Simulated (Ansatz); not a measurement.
## Symmetry broken, then relaxed in C

Method: DFT r2SCAN, scalar-relativistic, plane waves, PAW (Ansatz). The runs took a 500 eV cutoff, a Γ-centred 8×8×8 mesh and Gaussian smearing (0.05 eV). No spin polarisation. Energies are free energies at this smearing, counted from the undisturbed cell; pressure is positive in compression.

Reference structure (relaxed at this level):

```
C
1.0
    -2.50984    0.00000    0.00000
     0.00000    4.34717    0.00000
     1.25492   -2.17358   -8.28032
C
16
Cartesian
  0.0000 0.0000 -7.5108
  -1.2549 2.1736 -7.5108
  -1.2549 2.1736 -3.3706
  0.0000 0.0000 -3.3706
  0.0000 0.0000 -4.9097
  -1.2549 2.1736 -4.9097
  -1.2549 2.1736 -0.7695
  0.0000 0.0000 -0.7695
  -1.2549 -0.7245 -6.9928
  0.0000 1.4491 -6.9928
  0.0000 2.8981 -2.8526
  -1.2549 0.7245 -2.8526
  -1.2549 -0.7245 -5.4277
  0.0000 1.4491 -5.4277
  0.0000 2.8981 -1.2876
  -1.2549 0.7245 -1.2876
```

The atoms are displaced (Å, in the unstrained cell):

| atom | ux | uy | uz |
| --- | --- | --- | --- |
| C1 | 0.008 | 0.010 | -0.004 |
| C2 | -0.012 | -0.018 | -0.007 |
| C3 | -0.008 | 0.006 | -0.007 |
| C4 | -0.017 | 0.000 | 0.002 |
| C5 | 0.003 | -0.002 | 0.009 |
| C6 | 0.007 | 0.009 | 0.017 |
| C7 | 0.011 | -0.010 | -0.001 |
| C8 | 0.000 | 0.009 | -0.005 |
| C9 | -0.009 | 0.009 | 0.006 |
| C10 | 0.008 | 0.019 | -0.009 |
| C11 | -0.002 | -0.013 | -0.007 |
| C12 | 0.017 | -0.001 | 0.004 |
| C13 | -0.005 | -0.001 | -0.001 |
| C14 | -0.010 | -0.021 | -0.011 |
| C15 | 0.005 | -0.008 | 0.012 |
| C16 | 0.004 | 0.013 | 0.002 |

The cell is strained by (-0.0155, 0.0174, -0.0019, 0.0078, -0.0137, -0.0057) (xx, yy, zz, yz, xz, xy; engineering shear). Cell and atoms are then relaxed.

Question: Does the relaxation return to the undisturbed structure?

Answer: Yes (up to a choice of domain or origin): same space group and volume, and an energy 0.0 meV/atom from it. The disturbance itself cost 21.4 meV/atom. The final space group reads P6_3/mmc (tolerance 0.05 Å) and the volume changes by 0.00 %.

Final structure:

```
C
1.0
    -2.50986    0.00000   -0.00001
     0.00000    4.34711   -0.00001
     1.25489   -2.17353   -8.28024
C
16
Direct
  0.45355 0.45354 0.90707
  0.95355 0.95352 0.90706
  0.70354 0.70353 0.40706
  0.20356 0.20354 0.40706
  0.29646 0.29648 0.59294
  0.79644 0.79648 0.59293
  0.54645 0.54646 0.09294
  0.04645 0.04646 0.09293
  0.92227 0.25560 0.84450
  0.42227 0.75560 0.84450
  0.17226 0.83891 0.34451
  0.67228 0.33890 0.34450
  0.82774 0.16110 0.65550
  0.32772 0.66110 0.65550
  0.07772 0.74440 0.15550
  0.57773 0.24439 0.15550
```

The relaxation, step by step (energy from the first step; small jumps at an unchanged geometry come where the plane waves are selected anew for the new cell):

```csv
step,ΔE (meV/atom),largest force component (eV/Å),pressure (GPa)
1,0.0,1.537,0.84
2,-15.3,1.185,-0.09
3,-21.4,0.030,0.03
4,-21.4,0.003,0.01
5,-21.4,0.003,0.01
```

Cost: 3 runs of about 37 core-minutes in all, on Intel Xeon Processor @ 2.50GHz (Skylake/Cascade Lake) (shared hosts).